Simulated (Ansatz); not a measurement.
Rigid cleavage in C

Method: DFT PBE, scalar-relativistic, plane waves, PAW (Ansatz). Cutoff 420 eV, Γ-centred 10×10×2 k-points, Gaussian smearing of 0.05 eV. No spin polarisation. Energies are free energies at this smearing, counted from the undisturbed cell; pressure is positive in compression.

Reference structure (relaxed at this level):

```xyz
12
Lattice="-2.5116 0.0000 0.0000 -1.2558 -2.1751 0.0000 0.0000 0.0000 12.5411" Properties=species:S:1:pos:R:3 pbc="T T T"
C    -1.2558   -0.7250   11.7580
C    -1.2558   -0.7250    3.3973
C    -1.2558   -0.7250    7.5777
C    -2.5116   -1.4501    1.3071
C    -2.5116   -1.4501    5.4875
C    -2.5116   -1.4501    9.6678
C    -1.2558   -0.7250    0.7826
C    -1.2558   -0.7250    4.9630
C    -1.2558   -0.7250    9.1434
C    -2.5116   -1.4501    2.8728
C    -2.5116   -1.4501    7.0532
C    -2.5116   -1.4501   11.2335
```

The cut lies on the cell's a–b face, a (0 0 1) plane (indices in the standard cell, whose axes needn't be the Cartesian ones shown) of area 5.46 Å², between layers 1.57 Å apart. Vector c is lengthened by d along the normal with the atoms' Cartesian places fixed: one unrelaxed cut a cell.

```tsv
d (Å)	energy (J/m²)
-0.30	5.52
-0.15	1.02
0.00	0.00
0.25	1.42
0.50	3.97
0.75	6.47
1.00	8.62
1.50	11.70
2.00	13.47
3.00	14.68
6.00	14.86
```

Task: Predict the traction dE/dd (GPa) at each point.

Result:
```csv
d (Å),traction dE/dd (GPa)
-0.30,-482.6
-0.15,-155.9
0.00,0.0
0.25,92.0
0.50,104.7
0.75,93.9
1.00,77.8
1.50,46.8
2.00,25.2
3.00,4.1
6.00,0.0
```

Cost: 11 runs of about 1.3 core-minutes in all, on Arm Neoverse V2 (shared hosts).